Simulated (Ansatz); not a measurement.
Input of an Ansatz 0.2.0 run:

The input input.yaml:

```yaml
crystal:
  lattice:
    - [3.16, 0.0, 0.0]
    - [0.0, 3.16, 0.0]
    - [0.0, 0.0, 3.16]
  atoms:
    - { symbol: Sb, position: [0.0, 0.0, 0.0] }
hamiltonian:
  xc: blyp
  pseudopotentials:
    kind: nc
    accuracy: standard
    azcp: { Sb: Sb_ONCV_PBE-1.2.nc.azcp }
kpoints:
  mp_grid: { grid: [8, 8, 8] }
scf:
  occupations: { method: fermi_dirac, width: 0.15 }
output:
  forces: true
  stress: true
  eigenvalues: true
```

Potentials or basis: SG15 NC.

Run with:

```bash
$ ansatz run input.yaml --threads 1 --pin off --max-ram 2560MiB --backend cpu --events-out ev --progress --plain --runs-dir out
```

Q: Predict the band gap on the k mesh.

A: None (metal or under the smearing width).

Q: Predict the pressure.

A: 1.1 GPa.

Caveat: the potentials were made for another functional, which shifts forces and pressure. The run has no spin-orbit coupling, so splittings on Sb are missing.
